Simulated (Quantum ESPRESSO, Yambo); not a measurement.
# BN (P6_3mc): G0W0 in Yambo against the screening cutoff

How does the gap of BN (P6_3mc) converge in the screening cutoff?

Main program and level: Yambo 5.3.0; PBE and many-body steps on it, plane waves.

Most raw output is cut from this account.

The database entry behind the starting cell has ideal inner coordinates that were not refined, so it need not match the best structure at ambient conditions.

## 1. Starting point

Symmetry: P6_3mc, No. 186, hexagonal system. The conventional cell has a = 2.536 Å, b = 2.536 Å, c = 4.199 Å, α = 90.00°, β = 90.00°, γ = 120.00°. Nearest to B lie 4 N at 1.56 to 1.57 Å. Nearest to N lie 4 B at 1.56 to 1.57 Å. Farther neighbours and most contacts between anions are not listed.

Structure file:

```
B N
1.0
     2.53600    0.00000    0.00000
    -1.26800    2.19624    0.00000
     0.00000    0.00000    4.19900
B N
2 2
Direct
  0.66667 0.33333 0.00000
  0.33333 0.66667 0.50000
  0.66667 0.33333 0.37500
  0.33333 0.66667 0.87500
```

The cell and positions come from the Crystallography Open Database and are kept as given unless a step says otherwise. This is not the form that BN usually takes at ambient conditions.

## 2. 3.25 Ha

This step: Yambo 5.3.0; G0W0 on PBE, plane waves, norm-conserving pseudopotentials.

Now the one-shot GW correction: screening in the RPA, then the self-energy of the levels asked for.

Input file gw7.in:

```
HF_and_locXC
gw0
dyson
ppa
em1d
rim_cut
RandQpts= 1000000
RandGvec= 1 RL
EXXRLvcs= 72 Ry
VXCRLvcs= 288 Ry
Chimod= "HARTREE"
% BndsRnXp
 1 | 77 |
%
NGsBlkXp= 6.5 Ry
% LongDrXp
 1 | 1 | 1 |
%
% GbndRnge
 1 | 77 |
%
DysSolver= "n"
ExtendOut
PPAPntXp= 27.21138 eV
% QPkrange
 1 | 1 | 7 | 10 |
 19 | 19 | 7 | 10 |
 4 | 4 | 7 | 10 |
%
```

Launch:

```
> OMP_NUM_THREADS=1 mpirun -n 4 yambo -F gw7.in -J gw7 -C gw7 > gw7.log
```

Wall time 42 s (4 MPI ranks of Arm Neoverse V1, shared host); peak memory 1.3 GiB.

Numbers from this step:

```
G0W0 gap on the points computed              : 6.397 eV
starting gap on the mesh                     : 5.280 eV
k of the valence top                         : 0, 0, 0
k of the conduction bottom                   : 0.3333, 0.3333, 0
least direct G0W0 gap on the computed points : 9.996 eV
Z at the valence top                         : 0.8340
Z at the conduction bottom                   : 0.8595
```

The gap on the mesh goes from 5.28 eV to 6.40 eV, a correction of +1.12 eV.

## 3. 5.25 Ha

gw8.in, as its differences from gw7.in of step 2:

```diff
@@ -14,3 +14,3 @@
 %
-NGsBlkXp= 6.5 Ry
+NGsBlkXp= 10.5 Ry
 % LongDrXp
```

Launch:

```
> OMP_NUM_THREADS=1 mpirun -n 4 yambo -F gw8.in -J gw8 -C gw8 > gw8.log
```

Wall time 60 s (4 MPI ranks); peak memory 1.3 GiB.

This step gave:

```
G0W0 gap on the points computed              : 6.630 eV
starting gap on the mesh                     : 5.280 eV
k of the valence top                         : 0, 0, 0
k of the conduction bottom                   : 0.3333, 0.3333, 0
least direct G0W0 gap on the computed points : 10.17 eV
Z at the valence top                         : 0.8298
Z at the conduction bottom                   : 0.8591
```

Against the run before, the gap moves by +0.232 eV.

## 4. 10.5 Ha

gw9.in, as its differences from gw8.in of step 3:

```diff
@@ -14,3 +14,3 @@
 %
-NGsBlkXp= 10.5 Ry
+NGsBlkXp= 21 Ry
 % LongDrXp
```

Launch:

```
> OMP_NUM_THREADS=1 mpirun -n 4 yambo -F gw9.in -J gw9 -C gw9 > gw9.log
```

The job ended after 3.5 min (4 MPI ranks; peak memory 1.3 GiB).

This step gave:

```yaml
g0w0_gap_on_the_points_computed: 6.719 eV
starting_gap_on_the_mesh: 5.280 eV
k_of_the_valence_top: 0, 0, 0
k_of_the_conduction_bottom: 0.3333, 0.3333, 0
least_direct_g0w0_gap_on_the_computed_points: 10.23 eV
```

Against the run before, the gap moves by +0.090 eV.

## 5. 13 Ha

gw10.in, as its differences from gw9.in of step 4:

```diff
@@ -14,3 +14,3 @@
 %
-NGsBlkXp= 21 Ry
+NGsBlkXp= 26 Ry
 % LongDrXp
```

Launch:

```
> OMP_NUM_THREADS=1 mpirun -n 4 yambo -F gw10.in -J gw10 -C gw10 > gw10.log
```

Run time: 6.3 min. Hardware: 4 MPI ranks; peak memory 1.3 GiB.

This step gave:

* G0W0 gap on the points computed: 6.726 eV
* starting gap on the mesh: 5.280 eV
* k of the valence top: 0, 0, 0
* k of the conduction bottom: 0.3333, 0.3333, 0
* least direct G0W0 gap on the computed points: 10.24 eV

Against the run before, the gap moves by +0.007 eV.

## 6. 16.25 Ha

gw11.in, as its differences from gw10.in of step 5:

```diff
@@ -14,3 +14,3 @@
 %
-NGsBlkXp= 26 Ry
+NGsBlkXp= 32.5 Ry
 % LongDrXp
```

Launch:

```
> OMP_NUM_THREADS=1 mpirun -n 4 yambo -F gw11.in -J gw11 -C gw11 > gw11.log
```

Elapsed: 13 min, on 4 MPI ranks; peak memory 1.4 GiB; 52 min of CPU time.

This step gave:

```yaml
g0w0_gap_on_the_points_computed: 6.731 eV
starting_gap_on_the_mesh: 5.280 eV
k_of_the_valence_top: 0, 0, 0
k_of_the_conduction_bottom: 0.3333, 0.3333, 0
least_direct_g0w0_gap_on_the_computed_points: 10.24 eV
```

Against the run before, the gap moves by +0.005 eV.

## 7. The runs together

Times are wall times on 4 MPI ranks of Arm Neoverse V1, shared host, good to a factor of about two.

```csv
run,mesh,bands,screening cutoff (eV),DFT gap (eV),gap on the mesh (eV),direct (eV),time
3.25 Ha,6×6×4,77,88.4,5.280,6.397,9.996,42 s
5.25 Ha,6×6×4,77,142.9,5.280,6.630,10.172,60 s
10.5 Ha,6×6×4,77,285.7,5.280,6.719,10.233,3.5 min
13 Ha,6×6×4,77,353.7,5.280,6.726,10.238,6.3 min
16.25 Ha,6×6×4,77,442.2,5.280,6.731,10.242,13 min
```

## 8. Outcome

* 3.25 Ha: 6.397 eV
* 5.25 Ha: 6.630 eV
* 10.5 Ha: 6.719 eV
* 13 Ha: 6.726 eV
* 16.25 Ha: 6.731 eV
* known limits: not at the basis limit; coarse k mesh

**Reading.** The setting moved: screening cutoff. From 3.25 Ha to 16.25 Ha the gap moves by +0.33 eV, for 18 times the time. It holds to 0.03 eV from 10.5 Ha on. Bands and screening cutoff are coupled, so a series along one setting does not show full convergence. Bands and cutoff are finite, so the gap is not at the basis limit. The miss can reach some tenths of an eV and take either sign; the mesh is an error of its own. In the G0W0 runs levels were corrected at 3 k points alone, so a gap called «on the mesh» is the least over those, and an edge elsewhere would be missed. The 6×6×4 mesh is coarse for this cell, which bears on the long-range parts of exchange and screening.

[Paths, hosts, dates, memory and timing lines, banners, echoed tables and standing remarks are left out of the program output.]

[Logs are printed without paths, hosts, clocks, repeated set-up lines and the standing remarks that a program may print on its own settings, such as how far it seeks lower states.]

[Runs of the session that timed out or met a known fault of the program may be left out.]

[Hosts, paths, dates, database ids (printed as entryN), source tags and the programs' standing remarks are cut or masked in the printed files.]
